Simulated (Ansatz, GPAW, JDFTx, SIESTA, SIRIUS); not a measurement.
# MoS2: programs and potentials compared

```
CELL_PARAMETERS angstrom
3.16900 0.00000 0.00000
-1.58450 2.74443 0.00000
0.00000 0.00000 12.32400
ATOMIC_POSITIONS crystal
Mo 0.68274 0.33982 0.75201
Mo 0.33925 0.65234 0.25137
S 0.66681 0.34133 0.37882
S 0.32838 0.64731 0.87916
S 0.67197 0.34127 0.12367
S 0.34598 0.67013 0.62281
```

Atoms were shifted at random by some hundredths of an Å from the given cell, which wasn't relaxed again for these runs.

Alike in all runs: task single point; functional PBEsol; k mesh 10 × 10 × 3; occupations fermi-dirac, width 0.05 eV; no spin polarisation; no spin-orbit coupling. Pressure is positive in compression and, in plane waves, holds the error of the finite cutoff, which Ansatz's Pulay term estimates and takes out.

| program and potentials | plane-wave cutoff (eV) | notes | pressure (GPa) | largest force (eV/Å) | energy over the undisturbed cell (meV/atom) |
| --- | --- | --- | --- | --- | --- |
| Ansatz, Ansatz PAW | 420 | potentials made for PBE, which Ansatz adapts in part | -3.69 | 1.479 | 17.45 |
| SIESTA, files PseudoDojo sr-pbesol-0.4.1-standard, DZP (energy shift 0.003 Ry; two zetas on semicore shells) | - | atomic basis | -0.95 | 1.539 | 15.09 |
| SIRIUS, PseudoDojo 0.4.1 PBEsol standard (scalar relativistic) | 1102 | - | -3.63 | 1.483 | - |
| Ansatz, all-electron LAPW, scalar-relativistic | - | - | -3.67 | 1.479 | - |
| JDFTx, PseudoDojo-SR-PBEsol-0.4.1-standard with smoothed tails | 1088 | - | -3.63 | 1.483 | - |
| GPAW, PAW data sets generated for this functional | 600 | - | -3.79 | 1.475 | - |

Force on atom 2 (Mo), eV/Å:

```tsv
program and potentials	x	y	z
Ansatz, Ansatz PAW	-0.897	1.174	-0.062
SIESTA, files PseudoDojo sr-pbesol-0.4.1-standard, DZP (energy shift 0.003 Ry; two zetas on semicore shells)	-0.938	1.219	-0.065
SIRIUS, PseudoDojo 0.4.1 PBEsol standard (scalar relativistic)	-0.900	1.177	-0.061
Ansatz, all-electron LAPW, scalar-relativistic	-0.897	1.174	-0.062
JDFTx, PseudoDojo-SR-PBEsol-0.4.1-standard with smoothed tails	-0.900	1.177	-0.062
GPAW, PAW data sets generated for this functional	-0.895	1.171	-0.062
```

The pressure spans -3.79 (GPAW, PAW data sets generated for this functional) to -0.95 GPa (SIESTA, files PseudoDojo sr-pbesol-0.4.1-standard, DZP (energy shift 0.003 Ry; two zetas on semicore shells)), with all-electron results at -3.67. The pressure on the cell as given of SIESTA, files PseudoDojo sr-pbesol-0.4.1-standard, DZP (energy shift 0.003 Ry; two zetas on semicore shells) lies far from the others; the cause wasn't traced. Rows in atomic bases carry the error of their basis and grid, which can be large.

The functional is the same throughout but for its coding, so the spread measures potentials, basis and numerics; runs on potential files found faulty are left out.
